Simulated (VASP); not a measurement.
Here is a VASP 6.6.1 calculation.

Contents of INCAR:

```
ALGO = Normal
EDIFF = 1E-7
EDIFFG = -0.005
ENCUT = 600
IBRION = 2
ISIF = 3
ISMEAR = 0
LASPH = T
LCHARG = F
LMIXTAU = T
LREAL = F
LWAVE = F
METAGGA = R2SCAN
NELM = 80
NSW = 90
PREC = Accurate
PSTRESS = 23.0
SIGMA = 0.03
```

File KPOINTS:

```
k-points
0
Gamma
  8 8 8
```

Contents of POSCAR:

```
SrTiO3                                  
1.0
    3.8966586086     -0.0000000000      0.0000000000
   -0.0000000000      3.8966586086      0.0000000000
   -0.0000000000     -0.0000000000      3.8966586086
  Sr              Ti              O             
     1     1     3
Direct
     0.5000000000000000    0.5000000000000000    0.5000000000000000
     0.0000000000000000    0.0000000000000000    0.0000000000000000
     0.5000000000000000    0.0000000000000000    0.0000000000000000
     0.0000000000000000    0.5000000000000000    0.0000000000000000
     0.0000000000000000    0.0000000000000000    0.5000000000000000
```

Potentials or basis: VASP PAW PBE potentials, release 64 (Sr_sv, Ti_sv, O).

Launch:

```bash
$ cat potpaw_PBE.64/Sr_sv/POTCAR potpaw_PBE.64/Ti_sv/POTCAR potpaw_PBE.64/O/POTCAR > POTCAR
$ mpirun -np 1 vasp_std > vasp.out
```

**Question.** Estimate the band gap on the k mesh.

**Answer.** 2.29 eV, indirect (least direct gap 2.67 eV).

Final structure:
```
Sr Ti O
1.0
     3.89666    0.00000    0.00000
     0.00000    3.89666    0.00000
     0.00000    0.00000    3.89666
Sr Ti O
1 1 3
Direct
  0.50000 0.50000 0.50000
  0.00000 0.00000 0.00000
  0.50000 0.00000 0.00000
  0.00000 0.50000 0.00000
  0.00000 0.00000 0.50000
```

Caveat: the relaxation stopped at its first step, so nothing moved; the cell is relaxed towards a set pressure, so the enthalpy falls and the energy may rise. A k mesh can miss the band edges.
